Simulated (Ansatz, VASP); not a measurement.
## One calculation of Tl, two programs

The input INCAR:

```
  PREC = Accurate
  ENCUT = 520
  EDIFF = 1E-7
  ISMEAR = -1
  SIGMA = 0.1
  LREAL = F
  LASPH = T
  NELM = 60
  ALGO = Normal
  ISIF = 2
  LWAVE = F
  LCHARG = T
  GGA = CA
  LELF = T
  LVHAR = T
  NBANDS = 12
```

The input KPOINTS:

```
Automatic mesh
0
Gamma
  12 12 12
```

Contents of POSCAR:

```
Tl
1.0
    3.0425303978      0.0000000000      0.0000000000
    0.0000000000      3.0425303978      0.0000000000
    0.0000000000      0.0000000000      3.0425303978
Tl
1
Direct
    0.0000000000      0.0000000000      0.0000000000
```

Input for Ansatz:

```yaml
crystal:
  lattice:
    - [3.0425303978, 0.0, 0.0]
    - [0.0, 3.0425303978, 0.0]
    - [0.0, 0.0, 3.0425303978]
  atoms:
    - { symbol: Tl, position: [0.0, 0.0, 0.0] }
hamiltonian:
  xc: lda
  pseudopotentials:
    kind: paw
    azcp:
      Tl: "pseudopotentials/Tl.paw.azcp"
basis:
  ecutwfc: 420
  fft_grid_basis: typed
kpoints:
  mp_grid: { grid: [12, 12, 12], shift: [0, 0, 0] }
magnetization:
  spin_polarized: false
scf:
  occupations: { method: fermi_dirac, width: 0.1 }
  lower_state_search: "off"
output:
  stress: true
```

Alike in both runs: task single point; functional LDA; k mesh 12 × 12 × 12; occupations fermi-dirac, width 0.1 eV; no spin polarisation.

|  | VASP | Ansatz |
| --- | --- | --- |
| version | VASP 6.6.1 | Ansatz 0.2.0 |
| potentials or method | VASP PAW LDA potentials, release 64 (Tl_d) | plane waves (420 eV) with PAW, scalar-relativistic |
| plane-wave cutoff (eV) | 520 | 420 |
| valence electrons in the cell | 13 | 13 |

VASP gave:

- pressure (GPa): 1.9

Question: Which values does Ansatz return?

Answer: Pressure (GPa): 1.8.

Ansatz warned: «pseudo_functional_mismatch».

Spin-orbit coupling is left out, which matters for the levels of Tl.
